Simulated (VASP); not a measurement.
## CdTe: equation of state with PBEsol

**Experimental background.**

From “Multiscale insight into the Cd1-xZnxTe vibrational-mechanical properties -- High-pressure experiments and ab initio calculations”, 2023, arxiv:2306.14539, for a powder of CdTe: bulk modulus 42 ± 2 GPa.

Crystal: CdTe.

```
Te Cd
1.0
     0.00000    3.20500    3.20500
     3.20500    0.00000    3.20500
     3.20500    3.20500    0.00000
Te Cd
1 1
Cartesian
  4.8075 4.8075 4.8075
  0.0000 0.0000 0.0000
```

- Program: VASP 6.6.1
- Task: equation of state
- Functional: PBEsol
- Potentials or basis: VASP PAW PBE potentials, release 64 (Te, Cd)
- Cutoff: 520 eV
- k mesh: 7 × 7 × 7
- Occupations: fermi-dirac, width 0.05 eV
- Spin: no spin polarisation
- Ladder: free
- Further INCAR settings: ALGO = Normal; EDIFF = 1e-07; NBANDS = 16

```
Equilibrium volume                      : 34.30 Å³/atom
Bulk modulus                            : 41 GPa
Pressure derivative of the bulk modulus : 4.8
```

Energy against volume, from the lowest point:
| volume (Å³/atom) | energy (meV/atom) |
| --- | --- |
| 30.947 | 51.33 |
| 31.605 | 31.81 |
| 32.263 | 17.43 |
| 32.922 | 7.66 |
| 33.580 | 1.99 |
| 34.239 | 0.00 |
| 34.897 | 1.30 |

All runs of the series together: 73 s on 1 thread of Intel(R) Xeon(R) 6975P-C (Granite Rapids), with other jobs on the host.

A measured bulk modulus of CdTe is 42 GPa (powder; quoted in “Multiscale insight into the Cd1-xZnxTe vibrational-mechanical properties -- High-pressure experiments and ab initio calculations”, 2023, arxiv:2306.14539); the calculated 41 GPa misses it by -1.8 %. The fit is for a static lattice scaled at fixed shape and fixed fractional positions.

Caveat: the PAW data sets were made with another functional, which shifts forces and pressure a little. The run has no spin-orbit coupling, so splittings on Te are missing.
